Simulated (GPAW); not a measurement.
Crystal: CsPbCl3.

```xyz
5
Lattice="5.6050 0.0000 0.0000 0.0000 5.6050 0.0000 0.0000 0.0000 5.6050" Properties=species:S:1:pos:R:3 pbc="T T T"
Pb    2.8025    2.8025    2.8025
Cs    0.0000    0.0000    0.0000
Cl    2.8025    0.0000    2.8025
Cl    0.0000    2.8025    2.8025
Cl    2.8025    2.8025    0.0000
```

Base run:

| Quantity | Value |
| --- | --- |
| Program | GPAW 26.7.0 |
| Functional | AM05 |
| Potentials or basis | PAW data sets generated in the run's folder for this functional |
| Cutoff | 400 eV |
| Basis | pw |
| k mesh | 4 × 4 × 4 |
| Occupations | fermi-dirac, width 0.001 eV |
| Spin | no spin polarisation |

Its results: band gap on the k mesh 1.82 eV, direct; electronic dielectric tensor (diagonal) 3.78.

Task: The run is repeated on the same cell with these changes: functional from AM05 to PBEsol. What comes out?

Result: Band gap on the k mesh 1.74 eV, direct; electronic dielectric tensor (diagonal) 3.87.

Caveats: the long-wavelength limit can be off by a per cent or two; spin-orbit coupling is left out, which as a rule narrows the gap of such compounds by several tenths of an eV; an odd mesh through Γ misses points on the zone boundary, where band edges often lie.
